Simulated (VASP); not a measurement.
The system is BAs.

```xyz
2
Lattice="0.0000 2.3885 2.3885 2.3885 0.0000 2.3885 2.3885 2.3885 0.0000" Properties=species:S:1:pos:R:3 pbc="T T T"
As    3.5827    3.5827    3.5827
B     0.0000    0.0000    0.0000
```

Base run:

```yaml
Program: VASP 6.6.1
Functional: PBEsol
Potentials_or_basis: VASP PAW PBE potentials, release 64 (As, B)
Cutoff: 520 eV
k_mesh: 10 × 10 × 10
Occupations: fermi-dirac, width 0.05 eV
Spin: no spin polarisation
```

Its results: band gap on the k mesh 1.08 eV, indirect (least direct gap 3.24 eV).

Q: The run is repeated on the same cell with these changes: functional from PBEsol to PW91. What comes out?

A: Band gap on the k mesh 1.19 eV, indirect (least direct gap 3.29 eV).

Not every run made on this cell is shown here.
